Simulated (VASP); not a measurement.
Input of a VASP 6.6.1 run:

Contents of INCAR:

```
SYSTEM = HfN
PREC = Accurate ; ENCUT = 520
EDIFF = 1E-6 ; ISMEAR = 0
SIGMA = 0.1 ; LREAL = .False.
LASPH = .True. ; NELM = 80
ALGO = Normal ; ISIF = 2
LWAVE = .False. ; LCHARG = .True.
GGA = PE ; LELF = .True.
LVHAR = .True. ; NBANDS = 14
```

Contents of KPOINTS:

```
Automatic mesh
0
Gamma
  6 6 6
  0 0 0
```

File POSCAR:

```
HfN
1.0
    3.1216498000      0.0000000000      0.0000000000
    0.0000000000      3.1216498000      0.0000000000
    0.0000000000      0.0000000000      3.1216498000
Hf N
1 1
Direct
    0.0000000000      0.0000000000      0.0000000000
    0.5000000000      0.5000000000      0.5000000000
```

Potentials or basis: VASP PAW PBE potentials, release 64 (Hf_pv, N).

Command:

```sh
$ cat potpaw_PBE.64/Hf_pv/POTCAR potpaw_PBE.64/N/POTCAR > POTCAR
$ mpirun -np 1 vasp_std > vasp.out
```

Task: Predict the band gap on the k mesh.

Result: None (metal or under the smearing width).

Task: Estimate the pressure.

Result: -37.5 GPa.

Caveat: a pressure of tens of GPa on the cell as given is suspect, and the run, the potentials or the cell itself is likely at fault. Spin-orbit coupling is left out, which matters for the levels of Hf.
